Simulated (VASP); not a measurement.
## Cr: relaxation of cell and atoms with revPBE

Cr:

```
Cr
1.0
     2.71400    0.00000    0.00000
    -1.35700    2.35039    0.00000
     0.00000    0.00000    4.41000
Cr
2
Direct
  0.66667 0.33333 0.75000
  0.33333 0.66667 0.25000
```

This isn't the form of Cr at room conditions, which is bcc.

| Item | Value |
| --- | --- |
| Program | VASP 6.6.1 |
| Task | relaxation of cell and atoms |
| Functional | revPBE |
| Potentials or basis | VASP PAW PBE potentials, release 64 (Cr_pv) |
| Cutoff | 600 eV |
| k mesh | 8 × 8 × 5 |
| Occupations | fermi-dirac, width 0.05 eV |
| Spin | collinear spin, ferromagnetic start |
| Starting moments | [3.0, 3.0] μB |
| Further INCAR settings | ALGO = Fast; EDIFF = 1e-06; IBRION = 2; EDIFFG = -0.005; NSW = 60; ISIF = 3 |

```
Relaxed volume                                        : 12.06 Å³/atom
Relaxed cell                                          : a = 2.493 Å, b = 2.493 Å, c = 4.478 Å, α = 90.00°, β = 90.00°, γ = 120.00°
Space group after relaxing (to 0.05 Å)                : P6_3/mmc (No. 194)
Energy gained by relaxing                             : 209.3 meV/atom
Ionic steps                                           : 16
Pressure after relaxing                               : 0.1 GPa
Band gap on the k mesh                                : none (metal or under the smearing width)
Net moment                                            : 0.00 μB per cell
Valence electrons inside the program's atomic spheres : Cr 11.01
```

Step by step:
| step | energy change (eV) | largest force (eV/Å) | pressure (GPa) | volume (Å³) |
| --- | --- | --- | --- | --- |
| 1 | 0.0000 | 0.0000 | -21.94 | 28.13 |
| 2 | 0.0069 | 0.0000 | 40.73 | 20.99 |
| 3 | -0.3317 | 0.0000 | -0.68 | 24.15 |
| 4 | -0.3321 | 0.0000 | 0.25 | 24.05 |
| 5 | -0.3833 | 0.0000 | 2.38 | 23.81 |
| 6 | -0.2505 | 0.0000 | 15.81 | 22.92 |
| 7 | -0.4044 | 0.0000 | 4.39 | 23.63 |
| 8 | -0.4061 | 0.0000 | 6.78 | 23.49 |
| 9 | -0.4074 | 0.0000 | 5.40 | 23.54 |
| 10 | -0.4042 | 0.0000 | -4.19 | 24.65 |
| 11 | -0.4179 | 0.0000 | 0.73 | 24.06 |
| 12 | -0.4179 | 0.0000 | 0.92 | 24.05 |
| 13 | -0.4184 | 0.0000 | -0.40 | 24.16 |
| 14 | -0.4186 | 0.0000 | 0.05 | 24.13 |
| 15 | -0.4185 | 0.0000 | -0.08 | 24.13 |
| 16 | -0.4185 | 0.0000 | 0.05 | 24.11 |

Final structure:
```cif
data_structure
_symmetry_space_group_name_H-M 'P 1'
_symmetry_Int_Tables_number 1
_cell_length_a 2.4934
_cell_length_b 2.4934
_cell_length_c 4.4784
_cell_angle_alpha 90.000
_cell_angle_beta 90.000
_cell_angle_gamma 120.000
_cell_volume 24.11
loop_
_atom_site_label
_atom_site_type_symbol
_atom_site_fract_x
_atom_site_fract_y
_atom_site_fract_z
_atom_site_occupancy
Cr1 Cr 0.66667 0.33333 0.75000 1
Cr2 Cr 0.33333 0.66667 0.25000 1
```

Levels at points of the mesh, in eV from the Fermi level:
Spin up:
| k point | band 8 | band 9 | band 10 | band 11 | band 12 | band 13 | band 14 | band 15 | band 16 | band 17 |
| --- | --- | --- | --- | --- | --- | --- | --- | --- | --- | --- |
| (0.00, 0.00, 0.00) | -4.08 | -1.28 | -0.39 | -0.37 | -0.37 | -0.06 | -0.06 | 1.03 | 1.03 | 2.10 |
| (0.50, 0.00, 0.00) | -3.46 | -3.38 | -0.98 | -0.65 | -0.35 | -0.16 | 2.19 | 2.75 | 2.86 | 3.95 |
Spin down:
| k point | band 10 | band 11 | band 12 | band 13 | band 14 | band 15 |
| --- | --- | --- | --- | --- | --- | --- |
| (0.00, 0.00, 0.00) | -0.39 | -0.37 | -0.37 | -0.06 | -0.06 | 1.03 |
| (0.50, 0.00, 0.00) | -0.98 | -0.65 | -0.35 | -0.16 | 2.19 | 2.75 |

It took 4 min on 1 thread of Intel(R) Xeon(R) Platinum 8488C (Sapphire Rapids) (shared host), peak memory 0.19 GiB.

Caveat: the starting moments collapsed, and a magnetic state may lie lower; the PAW data sets were made with another functional, which shifts forces and pressure a little.
